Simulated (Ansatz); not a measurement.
## Cu under changes of volume

One of the cells (11.456 Å³/atom); the others are scaled copies at fixed shape and fractional positions:

```xyz
4
Lattice="2.5308 0.0000 0.0000 -1.2654 2.1917 0.0000 0.0000 0.0000 8.2618" Properties=species:S:1:pos:R:3 pbc="T T T"
Cu    1.2654    0.7306    6.1964
Cu    0.0000    0.0000    4.1309
Cu    0.0000    1.4611    2.0655
Cu    0.0000    0.0000    0.0000
```

This isn't the form of Cu at room conditions, which is fcc.

| Quantity | Value |
| --- | --- |
| Program | Ansatz 0.2.0 |
| Functional | PBE |
| Potentials or basis | Ansatz PAW |
| Cutoff | 420 eV (not typed: the program's choice for these potentials) |
| k mesh | 12 × 12 × 4 |
| Occupations | fermi-dirac, width 0.05 eV |
| Spin | no spin polarisation |

```tsv
volume (Å³/atom)	energy over the lowest point (meV/atom)	pressure (GPa)
10.769	64.96	19.3
10.998	40.72	14.7
11.227	22.75	10.5
11.456	10.37	6.9
11.686	2.97	3.6
11.915	0.00	0.6
12.144	?	?
```

**Question.** What does the run at 12.144 Å³/atom give?

**Answer.** Energy over the lowest point 0.96 meV/atom; pressure -2.0 GPa.

Worked out: A Birch-Murnaghan fit of order 3 (a polynomial in V^(-2/3)) to the other rows has its minimum at 11.97 Å³/atom, just outside them, with B0 = V·E''(V) = 140 GPa and B' = 5.1 at fixed shape and positions, which overstates the stiffness. It gives 0.99 meV/atom at 12.144 Å³/atom, against the run's 0.96, and -dE/dV = -2.0 GPa, against -2.0.

Energies are extrapolated to zero smearing.
